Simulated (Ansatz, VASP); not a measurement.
**HfO2: VASP beside Ansatz**

File INCAR:

```
SYSTEM = HfO2
PREC     = Accurate       ! precision mode
ENCUT    = 520            ! plane-wave cutoff, eV
EDIFF    = 1E-6           ! SCF threshold, eV
ISMEAR   = -1             ! smearing method
SIGMA    = 0.05           ! smearing width, eV
LREAL    = .False.        ! projectors in reciprocal space
LASPH    = .True.         ! aspherical terms in the spheres
NELM     = 150            ! most SCF steps
ALGO     = Normal         ! electronic algorithm
ISIF     = 2              ! what is computed and relaxed
LWAVE    = .False.        ! write WAVECAR
LCHARG   = .False.        ! write CHGCAR
LNONCOLLINEAR= .True.         ! non-collinear magnetism
MAGMOM   = 0 0 0 0 0 0 0 0 0 ! initial moments
LORBIT   = 11             ! projections on sites
LSORBIT  = .True.         ! spin-orbit coupling
GGA_COMPAT= .False.      
LORBMOM  = .True.       
LMAXMIX  = 4              ! l up to which the mixer works
GGA      = PS             ! functional
NBANDS   = 35             ! bands
```

KPOINTS

```
regular mesh
0
Gamma
  9 9 9
  0 0 0
```

The input POSCAR:

```
HfO2
1.0
    0.0000000000      2.5575000000      2.5575000000
    2.5575000000      0.0000000000      2.5575000000
    2.5575000000      2.5575000000      0.0000000000
Hf O
1 2
Direct
    0.0000000000      0.0000000000      0.0000000000
    0.7500000000      0.7500000000      0.7500000000
    0.2500000000      0.2500000000      0.2500000000
```

File input.yaml:

```yaml
crystal:
  lattice:
    - [0.0, 2.5575, 2.5575]
    - [2.5575, 0.0, 2.5575]
    - [2.5575, 2.5575, 0.0]
  atoms:
    - { symbol: Hf, position: [0.0, 0.0, 0.0] }
    - { symbol: O, position: [0.75, 0.75, 0.75] }
    - { symbol: O, position: [0.25, 0.25, 0.25] }
hamiltonian:
  xc: pbesol
  pseudopotentials: { kind: paw_fr }
magnetization:
  noncollinear: true
  spin_orbit: true
kpoints:
  mp_grid: { grid: [9, 9, 9] }
scf:
  occupations: { method: fermi_dirac, width: 0.05 }
output:
  forces: true
  stress: true
  eigenvalues: true
```

Measurements of this composition are mostly on another form, of space group No. 14.

Alike in both runs: task single point; functional PBEsol; k mesh 9 × 9 × 9; occupations fermi-dirac, width 0.05 eV; non-collinear spin, spin-orbit coupling.

|  | VASP | Ansatz |
| --- | --- | --- |
| version | VASP 6.6.1 | Ansatz 0.2.0 |
| potentials or method | VASP PAW PBE potentials, release 64 (Hf_pv, O) | Ansatz PAW |
| plane-wave cutoff (eV) | 520 | 420 |
| valence electrons in the cell | 22 | 38 |

|  | VASP | Ansatz | Ansatz less VASP |
| --- | --- | --- | --- |
| gap on the k mesh at the Fermi level (eV) | 3.69 | 3.70 | +0.008 |
| least direct gap on the mesh (eV) | 3.81 | 3.82 | +0.007 |
| pressure (GPa) | -13.4 | -10.4 | +3.03 |
| net moment per atom (μB) | 0.00 | 0.00 | 0.000 |

The two sets of potentials don't hold the same shells in valence.

Caveats: the PAW data sets were made with another functional, which shifts forces and pressure a little (VASP); odd divisions of the mesh miss points on the zone boundary, where band edges often lie, so the gap on the mesh can be too wide (Ansatz); the pressure holds a Pulay correction of +0.9 GPa for the finite cutoff (Ansatz); the PAW data sets come from PBE, with cores solved anew for the run's functional, which leaves a small shift of forces and pressure (Ansatz).
